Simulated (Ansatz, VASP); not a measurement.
## PbSe (Clausthalite): VASP beside Ansatz

Contents of POSCAR:

```
PbSe
1.0
    0.0000000000      3.0696893642      3.0696893642
    3.0696893642      0.0000000000      3.0696893642
    3.0696893642      3.0696893642      0.0000000000
Pb Se
1 1
Direct
    0.0000000000      0.0000000000      0.0000000000
    0.5000000000      0.5000000000      0.5000000000
```

The input INCAR.step1:

```
ALGO = Normal ; EDIFF = 1E-4
ENCUT = 520 ; GGA = PE
ISMEAR = 0 ; LASPH = T
LCHARG = F ; LREAL = F
LWAVE = T ; NBANDS = 17
NELM = 100 ; PREC = Accurate
SIGMA = 0.01
```

File INCAR.step2:

```
ALGO = Normal ; EDIFF = 1E-6
ENCUT = 520 ; ISIF = 2
ISMEAR = 0 ; ISTART = 1
LASPH = T ; LCHARG = T
LELF = T ; LMIXTAU = T
LREAL = F ; LVHAR = T
LWAVE = F ; METAGGA = R2SCAN
NBANDS = 17 ; NELM = 100
PREC = Accurate ; SIGMA = 0.01
```

KPOINTS

```
k-points
0
Gamma
  8 8 8
```

Input for Ansatz:

```yaml
crystal:
  lattice:
    - [0.0, 3.0696893642, 3.0696893642]
    - [3.0696893642, 0.0, 3.0696893642]
    - [3.0696893642, 3.0696893642, 0.0]
  atoms:
    - { symbol: Pb, position: [0.0, 0.0, 0.0] }
    - { symbol: Se, position: [0.5, 0.5, 0.5] }
kpoints:
  mp_grid: { grid: [8, 8, 8] }
  band_path:
    path:
      - [0.0, 0.0, 0.0]
      - [0.5, 0.0, 0.5]
      - [0.625, 0.25, 0.625]
      - [0.375, 0.375, 0.75]
      - [0.5, 0.5, 0.5]
      - [0.5, 0.25, 0.75]
      - [0.0, 0.0, 0.5]
    npoints: 1
hamiltonian:
  xc: r2scan
scf:
  occupations: { method: fixed }
  n_extra_bands: 4
output:
  forces: true
  stress: true
  eigenvalues: true
  write_density: true
  write_potential: true
  elf: true
  volumetric_format: npy
```

Alike in both runs: task single point; functional r2SCAN; k mesh 8 × 8 × 8; no spin polarisation.

```csv
,VASP,Ansatz
version,VASP 6.6.1,Ansatz 0.2.0
potentials or method,"VASP PAW PBE potentials, release 64 (Pb_d, Se)","plane waves, PAW"
plane-wave cutoff (eV),520,500
occupations,"gaussian, width 0.01 eV",fixed
valence electrons in the cell,20,30
```

```csv
,VASP,Ansatz,Ansatz less VASP
gap on the k mesh at the Fermi level (eV),0.61,0.60,-0.007
pressure (GPa),1.0,1.0,-0.02
```

The two sets of potentials don't hold the same shells in valence.

Caveats: the PAW data sets were made with another functional, which shifts forces and pressure a little (VASP); spin-orbit coupling is left out, which as a rule narrows the gap of such compounds by several tenths of an eV. A k mesh can miss the band edges.
